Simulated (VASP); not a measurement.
A run of VASP 6.6.1 is set up as follows.

INCAR

```
ALGO     = Fast           # electronic algorithm
EDIFF    = 1E-7           # SCF threshold, eV
ENCUT    = 520            # plane-wave cutoff, eV
GGA      = PE             # functional
ISIF     = 2              # what is computed and relaxed
ISMEAR   = 0              # smearing method
LASPH    = T              # aspherical terms in the spheres
LCHARG   = F              # write CHGCAR
LREAL    = F              # projectors in reciprocal space
LWAVE    = F              # write WAVECAR
NBANDS   = 21             # bands
NELM     = 100            # most SCF steps
PREC     = Accurate       # precision mode
SIGMA    = 0.02           # smearing width, eV
```

KPOINTS

```
k-points
0
Gamma
  2 2 2
```

Contents of POSCAR:

```
Ge                                      
1.0
    0.0000000000      3.2325990305      3.2325990305
    3.2325990305     -0.0000000000      3.2325990305
    3.2325990305      3.2325990305     -0.0000000000
  Ge            
     2
Direct
     0.0000000000000000    1.0000000000000000    0.0000000000000000
     0.2500000000000000    0.2500000000000000    0.2500000000000000
```

Potentials or basis: VASP PAW PBE potentials, release 64 (Ge_d).

Run with:

```sh
$ cat potpaw_PBE.64/Ge_d/POTCAR > POTCAR
$ mpirun -np 1 vasp_std > vasp.out
```

What does it give for the band gap on the k mesh?

None (metal or under the smearing width).

Estimate the pressure.

-2.5 GPa.

Caveat: the k mesh is coarse (spacing up to 0.84 Å⁻¹), so the values aren't converged.
